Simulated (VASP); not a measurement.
# Rh (P6_3/mmc) in VASP: notebook

Runs on Rh. Level: PBE. Tasks: single point, relaxation of cell and atoms.

Everything below comes from runs of VASP 6.6.1. Logs are shortened: lines on timing, memory, paths and dates and some standing lists are left out, and cuts for length are marked.

### Step 1. The crystal as given

Symmetry: P6_3/mmc, No. 194, hexagonal system. The conventional cell has a = 2.726 Å, b = 2.726 Å, c = 4.380 Å, α = 90.00°, β = 90.00°, γ = 120.00°. Rh (site symmetry -6m2) is surrounded by 12 Rh at 2.70 to 2.73 Å.

The cell was built by a generator and needn't be a form met in nature.

### Step 2. Single point, PBE

INCAR reads:

```
PREC = Accurate
ENCUT = 520
EDIFF = 1E-7
ISMEAR = 0
SIGMA = 0.05
LREAL = F
LASPH = T
NELM = 100
ALGO = Fast
ISIF = 2
LWAVE = F
LCHARG = F
GGA = PE
NBANDS = 22
```

KPOINTS reads:

```
Automatic mesh
0
Gamma
  18 18 10
```

POSCAR reads:

```
Rh
1.0
    2.7257387625      0.0000000000      0.0000000000
   -1.3628693812      2.3605590124      0.0000000000
    0.0000000000      0.0000000000      4.3804180878
Rh
2
Direct
    0.3333333333      0.6666666667      0.7500000000
    0.6666666667      0.3333333333      0.2500000000
```

Potentials or basis: VASP PAW PBE potentials, release 64 (Rh_pv).

Command:

```bash
> cat potpaw_PBE.64/Rh_pv/POTCAR > POTCAR
> mpirun -np 1 vasp_std > vasp.out
```

OUTCAR:

```text
PREC = Accurate
   ENCUT = 520
   EDIFF = 1E-7
   ISMEAR = 0
   LREAL = F
   LASPH = T
   NELM = 100
   ISIF = 2
   GGA = PE

 ion  position               nearest neighbor table
   1  0.333  0.667  0.750-   2 2.70   2 2.70   2 2.70   2 2.70   2 2.70   2 2.70
   2  0.667  0.333  0.250-   1 2.70   1 2.70   1 2.70   1 2.70   1 2.70   1 2.70

  LATTYP: Found a hexagonal cell.
 ALAT       =     2.7257387625
 C/A-ratio  =     1.6070571942

  Lattice vectors:

 A1 = (   2.7257387625,   0.0000000000,   0.0000000000)
 A2 = (  -1.3628693812,   2.3605590124,   0.0000000000)
 A3 = (   0.0000000000,   0.0000000000,   4.3804180878)

Analysis of symmetry for initial positions (statically):
=====================================================================
 Subroutine PRICEL returns:
 Original cell was already a primitive cell.

 Routine SETGRP: Setting up the symmetry group for a
 hexagonal supercell.

 Subroutine GETGRP returns: Found 24 space group operations
 (whereof 12 operations were pure point group operations)
 out of a pool of 24 trial point group operations.

The static configuration has the point symmetry D_3d.
 The point group associated with its full space group is D_6h.

Analysis of symmetry for dynamics (positions and initial velocities):
=====================================================================
 Subroutine PRICEL returns:
 Original cell was already a primitive cell.

 Routine SETGRP: Setting up the symmetry group for a
 hexagonal supercell.

 Subroutine GETGRP returns: Found 24 space group operations
 (whereof 12 operations were pure point group operations)
 out of a pool of 24 trial point group operations.

The dynamic configuration has the point symmetry D_3d.
 The point group associated with its full space group is D_6h.

 Subroutine INISYM returns: Found 24 space group operations
 (whereof 12 operations are pure point group operations),
 and found     1 'primitive' translations

----------------------------------------------------------------------------------------

                                     Primitive cell

  volume of cell :      28.1848

  direct lattice vectors                    reciprocal lattice vectors
     2.725738762  0.000000000  0.000000000     0.366873016  0.211814234  0.000000000
    -1.362869381  2.360559012  0.000000000     0.000000000  0.423628469  0.000000000
     0.000000000  0.000000000  4.380418088     0.000000000  0.000000000  0.228288711

  length of vectors
     2.725738762  2.725738762  4.380418088     0.423628469  0.423628469  0.228288711

  position of ions in fractional coordinates (direct lattice)
     0.333333333  0.666666667  0.750000000
     0.666666667  0.333333333  0.250000000

  ion indices of the primitive-cell ions
   primitive index   ion index
                 1           1
                 2           2

----------------------------------------------------------------------------------------

 KPOINTS: Automatic mesh

Automatic generation of k-mesh.
 Grid dimensions read from file:
 generate k-points for:   18   18   10

 Generating k-lattice:

  Cartesian coordinates                     Fractional coordinates (reciprocal lattice)
     0.020381834  0.011767457  0.000000000     0.055555556 -0.000000000  0.000000000
     0.000000000  0.023534915  0.000000000     0.000000000  0.055555556  0.000000000
     0.000000000  0.000000000  0.022828871     0.000000000  0.000000000  0.100000000

  Length of vectors
     0.023534915  0.023534915  0.022828871

  Shift w.r.t. Gamma in fractional coordinates (k-lattice)
     0.000000000  0.000000000  0.000000000

 Subroutine IBZKPT returns following result:
 ===========================================

 Found    222 irreducible k-points:

 Following reciprocal coordinates:
            Coordinates               Weight
  0.000000  0.000000  0.000000      1.000000
  0.055556  0.000000  0.000000      6.000000
  0.111111  0.000000  0.000000      6.000000
  0.166667  0.000000  0.000000      6.000000
  0.222222  0.000000  0.000000      6.000000
  0.277778  0.000000  0.000000      6.000000
[... 16 lines left out ...]
  0.333333  0.111111  0.000000     12.000000
  0.388889  0.111111  0.000000     12.000000
 [... further k-points ...]
   k-points           NKPTS =    222   k-points in BZ     NKDIM =    222   number of bands    NBANDS=     22
   number of dos      NEDOS =    301   number of ions     NIONS =      2
   total plane-waves  NPLWV =  14400
   dimension x,y,z NGX =    20 NGY =   20 NGZ =   36
   dimension x,y,z NGXF=    40 NGYF=   40 NGZF=   72
   ions per type =               2
   NGX,Y,Z   is equivalent  to a cutoff of  12.20, 12.20, 13.66 a.u.
   NGXF,Y,Z  is equivalent  to a cutoff of  24.40, 24.40, 27.33 a.u.
 SYSTEM =  unknown system
   PREC   = accura    normal or accurate (medium, high low for compatibility)
   ISTART =      0    job   : 0-new  1-cont  2-samecut
   ICHARG =      2    charge: 1-file 2-atom 10-const
   ISPIN  =      1    spin polarized calculation?
   LNONCOLLINEAR =      F non collinear calculations
   LSORBIT =      F    spin-orbit coupling
   LASPH  =      T    aspherical Exc in radial PAW
   ENCUT  =  520.0 eV  38.22 Ry    6.18 a.u.   5.07  5.07  8.14*2*pi/ulx,y,z
   NELM   =    100;   NELMIN=  2; NELMDL= -5     # of ELM steps
   EDIFF  = 0.1E-06   stopping-criterion for ELM
   LREAL  =      F    real-space projection
   EDIFFG = 0.1E-05   stopping-criterion for IOM
   NSW    =      0    number of steps for IOM
   IBRION =     -1    ionic relax: 0-MD 1-quasi-New 2-CG
   NFREE  =      0    steps in history (QN), initial steepest desc. (CG)
   ISIF   =      2    stress and relaxation
   ISYM   =      2    0-nonsym 1-usesym 2-fastsym
   POTIM  = 0.5000    time-step for ionic-motion
   TEBEG  =    0.0;   TEEND  =   0.0 temperature during run
   PSTRESS=    0.0 pullay stress
   NELECT =      30.0000    total number of electrons
   NUPDOWN=      -1.0000    fix difference up-down
   EMIN   =  10.00;   EMAX   =-10.00  energy-range for DOS
   EFERMI =   0.00;   METHOD = LEGACY
   ISMEAR =     0;   SIGMA  =   0.05  broadening in eV -4-tet -1-fermi 0-gaus
   EFERMI_NEDOS =   21; number of points for ismear=-14 and -15
   IALGO  =     68    algorithm
   IMIX   =      4    mixing-type and parameters
     AMIX     =   0.40;   BMIX     =  1.00
     AMIX_MAG =   1.60;   BMIX_MAG =  1.00
  volume/ion in A,a.u.               =      14.09        95.10
  Fermi-wavevector in a.u.,A,eV,Ry     =   1.671515  3.158706 38.014181  2.793963
  Thomas-Fermi vector in A             =   2.756824
   LORBIT       =      0    0 simple, 1 ext, 2 COOP (PROOUT), +10 PAW based schemes
   GGA     = PE    functional components
   LHFCALC =     F    Hartree Fock is set to
   AEXX    =    0.0000 exact exchange contribution
   IVDW    =     0    specifies the selected vdW correction
   LEPSILON=     F    determine dielectric tensor
   LRPA    =     F    only Hartree local field effects (RPA)
 non-spin polarized calculation
 RMM-DIIS sequential band-by-band and
 Gauss-broadening in eV      SIGMA  =   0.05
  energy-cutoff  :      520.00
  volume of cell :       28.18
 maximum number of plane-waves:       780
   NGX = 11   NGY = 11   NGZ = 17

 number of electron      30.0000011 magnetization

 Free energy of the ion-electron system (eV)
  ---------------------------------------------------
  ext. energy  EPLUGINS =         0.00000000
  ---------------------------------------------------
  free energy    TOTEN  =       -14.44429324 eV

  energy without entropy =      -14.43970877  energy(sigma->0) =      -14.44200101

 E-fermi :  11.5623     XC(G=0): -13.8716

 val. band max:       11.5598706373   @ k =   0.2222   0.0556   0.4000
 cond. band min:      11.5649387724   @ k =   0.0556   0.0000   0.3000
 fundamental gap:      0.0050681351
 Fermi energy:        11.5623278685

 k-point     1 :       0.0000    0.0000    0.0000
  band No.  band energies     occupation
      1     -35.5791      2.00000
      2     -34.9590      2.00000
      3     -34.9590      2.00000
      4     -34.8803      2.00000
      5     -34.8565      2.00000
      6     -34.8565      2.00000
[... 14 lines left out ...]
     21      29.7399      0.00000
     22      30.2523      0.00000

 k-point     2 :       0.0556    0.0000    0.0000
  band No.  band energies     occupation
      1     -35.5725      2.00000
      2     -34.9736      2.00000
      3     -34.9638      2.00000
      4     -34.8832      2.00000
      5     -34.8718      2.00000
      6     -34.8588      2.00000
[... 14 lines left out ...]
     21      29.8585      0.00000
     22      30.3320      0.00000

 k-point     3 :       0.1111    0.0000    0.0000
  band No.  band energies     occupation
      1     -35.5530      2.00000
      2     -35.0158      2.00000
      3     -34.9776      2.00000
      4     -34.9156      2.00000
      5     -34.8918      2.00000
      6     -34.8655      2.00000
[... 14 lines left out ...]
     21      30.1702      0.00000
     22      30.2610      0.00000

 k-point     4 :       0.1667    0.0000    0.0000
  band No.  band energies     occupation
      1     -35.5220      2.00000
      2     -35.0806      2.00000
      3     -34.9983      2.00000
      4     -34.9817      2.00000
      5     -34.9063      2.00000
      6     -34.8762      2.00000
[... 14 lines left out ...]
     21      30.0290      0.00000
     22      30.3531      0.00000

 k-point     5 :       0.2222    0.0000    0.0000
  band No.  band energies     occupation
      1     -35.4814      2.00000
      2     -35.1603      2.00000
      3     -35.0615      2.00000
      4     -35.0231      2.00000
      5     -34.9265      2.00000
      6     -34.8898      2.00000
[... 417 lines left out ...]
 k-point    22 :       0.2778    0.1111    0.0000
  band No.  band energies     occupation
      1     -35.3687      2.00000
      2     -35.3166      2.00000
      3     -35.2377      2.00000
      4     -35.0850      2.00000
      5     -34.9916      2.00000
      6     -34.9522      2.00000
[... 14 lines left out ...]
     21      24.7446      0.00000
     22      27.5129      0.00000

 k-point    23 :       0.3333    0.1111    0.0000
  band No.  band energies     occupation
      1     -35.3772      2.00000
      2     -35.3204      2.00000
      3     -35.2817      2.00000
      4     -35.1143      2.00000
      5     -35.0241      2.00000
      6     -34.9669      2.00000
[... 14 lines left out ...]
     21      23.8650      0.00000
     22      26.8037      0.00000

 k-point    24 :       0.3889    0.1111    0.0000
  band No.  band energies     occupation
      1     -35.4167      2.00000
      2     -35.3104      2.00000
      3     -35.2815      2.00000
      4     -35.1332      2.00000
      5     -35.0527      2.00000
      6     -34.9765      2.00000
[... 14 lines left out ...]
     21      23.2509      0.00000
     22      26.2021      0.00000

 [... further k-points ...]

------------------------ aborting loop because EDIFF is reached ----------------------------------------

  FORCE on cell =-STRESS in cart. coord.  units (eV):
  Direction    XX          YY          ZZ          XY          YZ          ZX
  --------------------------------------------------------------------------------------
  -------------------------------------------------------------------------------------
  Total        0.0155143      0.0155143      0.0226738      0.0000000     -0.0000000      0.0000000
  in kB        0.8819175      0.8819175      1.2889023      0.0000000     -0.0000000      0.0000000
  external PRESSURE =       1.0175791 kB  Pullay stress =       0.0000000 kB

 VOLUME and BASIS-vectors are now :
 -----------------------------------------------------------------------------
  energy-cutoff  :      520.00
  volume of cell :       28.18
      direct lattice vectors                 reciprocal lattice vectors
     2.725738762  0.000000000  0.000000000     0.366873016  0.211814234  0.000000000
    -1.362869381  2.360559012  0.000000000     0.000000000  0.423628469  0.000000000
     0.000000000  0.000000000  4.380418088     0.000000000  0.000000000  0.228288711

 POSITION                                       TOTAL-FORCE (eV/Angst)
 -----------------------------------------------------------------------------------
     -0.00000      1.57371      3.28531        -0.000000     -0.000000      0.000000
      1.36287      0.78685      1.09510         0.000000      0.000000      0.000000
 -----------------------------------------------------------------------------------
    total drift:                               -0.000000      0.000000     -0.000000

  FREE ENERGIE OF THE ION-ELECTRON SYSTEM (eV)
  ---------------------------------------------------
  free  energy   TOTEN  =       -14.4442932428 eV

  energy  without entropy=      -14.4397087703  energy(sigma->0) =      -14.44200101
```

Run time: 51 s. Hardware: 1 thread of Intel Xeon 6975P-C (Granite Rapids), shared host; peak memory 0.22 GiB.

What came out:

```yaml
Free_energy: -14.4443 eV
Pressure: 0.1 GPa
Band_gap_on_the_k_mesh: none (metal or under the smearing width)
```

[end of part 1 of 2]
